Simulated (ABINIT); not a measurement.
# CuO (P6_3/mmc) in ABINIT: equation of state

How stiff is CuO in PBE, and what volume does it want? The cell is scaled to several volumes.

Program: ABINIT 10.8.3 (patched build). These are calculated values, not measurements. Logs are shortened: lines on timing, memory, paths and dates and some standing lists are left out, and cuts for length are marked. The log counts tension as positive stress, the text compression.

### 1 Starting point

Symmetry: P6_3/mmc, No. 194, hexagonal system. The conventional cell has a = 3.180 Å, b = 3.180 Å, c = 4.431 Å, α = 90.00°, β = 90.00°, γ = 120.00°. Around Cu (site symmetry -3m) lie 6 O at 2.14 Å and 2 Cu at 2.22 Å. O (site symmetry -6m2) is surrounded by 6 Cu at 2.14 Å.

Measurements of this composition are mostly on another form, of space group No. 15.

### 2 Equation of state, PBE

File run.abi:

```
# Datasets: one volume each
ndtset 7
scalecart1 3*0.9795861087
scalecart2 3*0.9864848297
scalecart3 3*0.9932883884
scalecart4 3*1.0000000000
scalecart5 3*1.0066227096
scalecart6 3*1.0131594038
scalecart7 3*1.0196128224

# Pseudopotentials
pp_dirpath "./"
pseudos "Cu.GGA_PBE-JTH.xml, O.GGA_PBE-JTH.xml"

# Structure
acell 3*1.0 Angstrom
rprim
     3.1795331000     0.0000000000     0.0000000000
    -1.5897665500     2.7535564400     0.0000000000
     0.0000000000     0.0000000000     4.4314907300
ntypat 2
znucl 29 8
natom 4
typat 1 1 2 2
xred
     0.0000000000     0.0000000000     0.0000000000
     0.0000000000     0.0000000000     0.5000000000
     0.3333333333     0.6666666667     0.2500000000
     0.6666666667     0.3333333333     0.7500000000

# Plane-wave basis
ecut 26.0
pawecutdg 48.0
pawxcdev 0

# k points
kptopt 1
ngkpt 10 10 6
nshiftk 1
shiftk 0.0 0.0 0.0

# Exchange and correlation
ixc 11

# Bands and occupations
nband 30
occopt 3
tsmear 0.05 eV

# SCF cycle
nstep 100
tolvrs 1.0e-9

# Output
iomode 3
prtwf 0
prtden 0
prteig 0
prtebands 0
enunit 1
```

Potentials or basis: JTH PAW PBE v2.0.

The run is started by

```console
> mpirun --bind-to none -np 4 abinit run.abi > log 2>&1
```

run.abo:

```text
.Version 10.8.3 of ABINIT
 DATASET    1 : space group P6_3/m m c (#194); Bravais hP (primitive hexag.)
================================================================================
 Values of the parameters that define the memory need for DATASET  1.
     intxc =       0    ionmov =       0      iscf =      17    lmnmax =      18
     lnmax =       6     mgfft =      40  mpssoang =       3    mqgrid =    3001
     natom =       4  nloc_mem =       2    nspden =       1   nspinor =       1
    nsppol =       1      nsym =      24    n1xccc =       1    ntypat =       2
    occopt =       3   xclevel =       2
       mpw =        1585          nfft =       36000          nkpt =          56
Pmy_natom=         1
 PAW method is used; the additional fine FFT grid is defined by:
   mgfftf=        54    nfftf =     86400
================================================================================
================================================================================
[... 77 lines left out ...]
================================================================================
 Values of the parameters that define the memory need for DATASET  7.
     intxc =       0    ionmov =       0      iscf =      17    lmnmax =      18
     lnmax =       6     mgfft =      40  mpssoang =       3    mqgrid =    3001
     natom =       4  nloc_mem =       2    nspden =       1   nspinor =       1
    nsppol =       1      nsym =      24    n1xccc =       1    ntypat =       2
    occopt =       3   xclevel =       2
       mpw =        1776          nfft =       36000          nkpt =          56
Pmy_natom=         1
 PAW method is used; the additional fine FFT grid is defined by:
   mgfftf=        54    nfftf =     86400
================================================================================
================================================================================

--------------------------------------------------------------------------------
------------- Echo of variables that govern the present computation ------------
--------------------------------------------------------------------------------
 -outvars: echo values of preprocessed input variables --------
            acell      1.8897261259E+00  1.8897261259E+00  1.8897261259E+00 Bohr
              amu      6.35460000E+01  1.59994000E+01
             ecut      2.60000000E+01 Hartree
           enunit           1
                       outvar_i_n : Printing only first  50 k-points.
              ixc          11
           jdtset        1    2    3    4    5    6    7
                       outvar_i_n : Printing only first  50 k-points.
         kptrlatt       10    0    0      0   10    0      0    0    6
          kptrlen1     4.92201101E+01
          kptrlen2     4.95667420E+01
          kptrlen3     4.99085924E+01
          kptrlen4     5.02458229E+01
          kptrlen5     5.05785863E+01
          kptrlen6     5.09070279E+01
          kptrlen7     5.12312853E+01
            natom           4
            nband          30
           ndtset           7
            ngfft          30      30      40
          ngfftdg          40      40      54
             nkpt          56
            nstep         100
             nsym          24
           ntypat           2
                       prtocc : prtvol=0, do not print more k-points.
           occopt           3
        pawecutdg      4.80000000E+01 Hartree
         pawxcdev           0
           prtden           0
        prtebands           0
           prteig           0
            prtwf           0
            rprim1     3.1146264569E+00  0.0000000000E+00  0.0000000000E+00
                      -1.5573132285E+00  2.6973456381E+00  0.0000000000E+00
                       0.0000000000E+00  0.0000000000E+00  4.3410267599E+00
            rprim2     3.1365611687E+00  0.0000000000E+00  0.0000000000E+00
                      -1.5682805843E+00  2.7163416558E+00  0.0000000000E+00
                       0.0000000000E+00  0.0000000000E+00  4.3715983781E+00
            rprim3     3.1581933088E+00  0.0000000000E+00  0.0000000000E+00
                      -1.5790966544E+00  2.7350756387E+00  0.0000000000E+00
                       0.0000000000E+00  0.0000000000E+00  4.4017482854E+00
            rprim4     3.1795331000E+00  0.0000000000E+00  0.0000000000E+00
                      -1.5897665500E+00  2.7535564400E+00  0.0000000000E+00
                       0.0000000000E+00  0.0000000000E+00  4.4314907300E+00
            rprim5     3.2005902244E+00  0.0000000000E+00  0.0000000000E+00
[... 16 lines left out ...]
                      -5.0922333365E-17  1.7982304254E+00  1.0852566900E+00
                       1.5573132285E+00  8.9911521272E-01  3.2557700700E+00
           xangst2     0.0000000000E+00  0.0000000000E+00 -6.0668114672E-17
                       0.0000000000E+00  0.0000000000E+00  2.1857991891E+00
                       1.2035067211E-16  1.8108944372E+00  1.0928995945E+00
                       1.5682805843E+00  9.0544721859E-01  3.2786987836E+00
           xangst3     0.0000000000E+00  0.0000000000E+00  0.0000000000E+00
                       0.0000000000E+00  0.0000000000E+00  2.2008741427E+00
                      -1.7398392719E-17  1.8233837591E+00  1.1004370714E+00
                       1.5790966544E+00  9.1169187955E-01  3.3013112141E+00
           xangst4     0.0000000000E+00  0.0000000000E+00 -6.1499288023E-17
                       0.0000000000E+00  0.0000000000E+00  2.2157453650E+00
                       5.8171512165E-17  1.8357042933E+00  1.1078726825E+00
                       1.5897665500E+00  9.1785214667E-01  3.3236180475E+00
           xangst5     0.0000000000E+00  0.0000000000E+00  0.0000000000E+00
[... 24 lines left out ...]
                       0.0000000000E+00  0.0000000000E+00  4.1871519046E+00
                       1.0992822632E-16  3.4689783626E+00  2.0935759523E+00
                       3.0042233836E+00  1.7344891813E+00  6.2807278569E+00
            xcart5     0.0000000000E+00  0.0000000000E+00  0.0000000000E+00
                       0.0000000000E+00  0.0000000000E+00  4.2148821957E+00
                       1.0477410129E-16  3.4919523989E+00  2.1074410979E+00
                       3.0241194827E+00  1.7459761994E+00  6.3223232936E+00
            xcart6     0.0000000000E+00  0.0000000000E+00 -1.1774615525E-16
                       0.0000000000E+00  0.0000000000E+00  4.2422523273E+00
                      -1.9637255546E-16  3.5146280496E+00  2.1211261636E+00
                       3.0437571722E+00  1.7573140248E+00  6.3633784909E+00
            xcart7     0.0000000000E+00  0.0000000000E+00 -4.7398460393E-16
                       0.0000000000E+00  0.0000000000E+00  4.2692737713E+00
                       1.3868244578E-16  3.5370148191E+00  2.1346368856E+00
                       3.0631446833E+00  1.7685074095E+00  6.4039106569E+00
             xred      0.0000000000E+00  0.0000000000E+00  0.0000000000E+00
                       0.0000000000E+00  0.0000000000E+00  5.0000000000E-01
                       3.3333333333E-01  6.6666666667E-01  2.5000000000E-01
                       6.6666666667E-01  3.3333333333E-01  7.5000000000E-01
            znucl       29.00000    8.00000

================================================================================

 chkinp: Checking input parameters for consistency, jdtset=   1.

 chkinp: Checking input parameters for consistency, jdtset=   2.
[... 40 lines left out ...]
 getcut: wavevector=  0.0000  0.0000  0.0000  ngfft=  40  40  54
         ecut(hartree)=     48.000   => boxcut(ratio)=   2.11065

--- Pseudopotential description ------------------------------------------------
- pspini: atom type   1  psp file is ./Cu.GGA_PBE-JTH.xml
 Pseudopotential format is: paw10
 basis_size (lnmax)=  6 (lmn_size= 18), orbitals=   0   0   1   1   2   2
 Spheres core radius: rc_sph= 2.00090475
 Shapefunction is SIN type: shapef(r)=[sin(pi*r/rshp)/(pi*r/rshp)]**2
 Radius for shape functions =  1.80603571
 Compensation charge density is not taken into account in XC energy/potential

- pspini: atom type   2  psp file is ./O.GGA_PBE-JTH.xml
 Pseudopotential format is: paw10
 basis_size (lnmax)=  4 (lmn_size=  8), orbitals=   0   0   1   1
 Spheres core radius: rc_sph= 1.41465230
 Shapefunction is SIN type: shapef(r)=[sin(pi*r/rshp)/(pi*r/rshp)]**2
 Radius for shape functions =  1.20231231
 Compensation charge density is not taken into account in XC energy/potential

   4.18034755E+03                                ecore*ucvol(ha*bohr**3)
--------------------------------------------------------------------------------

================================================================================

--- !BeginCycle
iteration_state: {dtset: 1, }
solver: {iscf: 17, nstep: 100, nline: 4, wfoptalg: 10, }
tolerances: {tolvrs: 1.00E-09, }
...
[... 1371 lines left out ...]
-Cartesian components of stress tensor (GPa)         [Pressure= -3.9291E+00 GPa]
- sigma(1 1)=  1.74346085E+01  sigma(3 2)=  0.00000000E+00
- sigma(2 2)=  1.74346047E+01  sigma(3 1)=  0.00000000E+00
- sigma(3 3)= -2.30818748E+01  sigma(2 1)=  0.00000000E+00

== END DATASET(S) ==============================================================
================================================================================

 -outvars: echo values of variables after computation  --------
            acell      1.8897261259E+00  1.8897261259E+00  1.8897261259E+00 Bohr
           etotal1    -4.2808924739E+02
           etotal2    -4.2809240124E+02
           etotal3    -4.2809469249E+02
           etotal4    -4.2809620714E+02
           etotal5    -4.2809702981E+02
           etotal6    -4.2809722974E+02
           etotal7    -4.2809687715E+02
            fcart1    -2.9278867468E-27 -1.6904161994E-27 -0.0000000000E+00
                      -2.9278867468E-27 -1.6904161994E-27 -0.0000000000E+00
                      -2.6350980721E-26 -4.2260404985E-26 -0.0000000000E+00
                       3.2206754214E-26  4.5641237384E-26 -0.0000000000E+00
            fcart2    -5.8145897801E-27 -3.3567988376E-27 -0.0000000000E+00
                      -5.8149003251E-27 -3.3575928506E-27 -0.0000000000E+00
                       5.8147450526E-27  3.3571958441E-27 -0.0000000000E+00
                       5.8147450526E-27  3.3571958441E-27 -0.0000000000E+00
            fcart3     2.8877282564E-27  1.6674850631E-27 -0.0000000000E+00
                       2.8874198385E-27  1.6666964887E-27 -0.0000000000E+00
[... 66 lines left out ...]
                       0.0000000000E+00  0.0000000000E+00  2.2157453650E+00
                       5.8171512165E-17  1.8357042933E+00  1.1078726825E+00
                       1.5897665500E+00  9.1785214667E-01  3.3236180475E+00
           xangst5     0.0000000000E+00  0.0000000000E+00  0.0000000000E+00
                       0.0000000000E+00  0.0000000000E+00  2.2304196031E+00
                       5.5444066660E-17  1.8478616298E+00  1.1152098015E+00
                       1.6002951122E+00  9.2393081489E-01  3.3456294046E+00
           xangst6     0.0000000000E+00  0.0000000000E+00 -6.2308581988E-17
                       0.0000000000E+00  0.0000000000E+00  2.2449032530E+00
                      -1.0391588113E-16  1.8598610674E+00  1.1224516265E+00
                       1.6106869300E+00  9.2993053369E-01  3.3673548795E+00
           xangst7     0.0000000000E+00  0.0000000000E+00 -2.5082185055E-16
                       0.0000000000E+00  0.0000000000E+00  2.2592023853E+00
                       7.3387589809E-17  1.8717076356E+00  1.1296011927E+00
                       1.6209463590E+00  9.3585381781E-01  3.3888035780E+00
             xred      0.0000000000E+00  0.0000000000E+00  0.0000000000E+00
                       0.0000000000E+00  0.0000000000E+00  5.0000000000E-01
                       3.3333333333E-01  6.6666666667E-01  2.5000000000E-01
                       6.6666666667E-01  3.3333333333E-01  7.5000000000E-01
 Calculation completed.
```

It took 4.4 min on 4 MPI ranks of Arm Neoverse V1, shared host; peak memory 0.56 GiB.

What came out:

```yaml
Equilibrium_volume: 10.06 Å³/atom
Bulk_modulus_at_fixed_shape_and_positions: 165 GPa
Pressure_derivative_of_the_bulk_modulus: 4.7
```

Energy against volume, from the lowest point:
| volume (Å³/atom) | energy (meV/atom) |
| --- | --- |
| 9.117 | 54.30 |
| 9.311 | 32.85 |
| 9.505 | 17.26 |
| 9.699 | 6.96 |
| 9.893 | 1.36 |
| 10.087 | 0.00 |
| 10.281 | 2.40 |

Caveat: pressures at fixed basis lie under the slope of the energies; the cell was scaled at fixed shape and fractional positions, which overstates the stiffness of a crystal with free parameters, most of all of layers and chains; the run has no spin polarisation, though such a crystal can be magnetic.
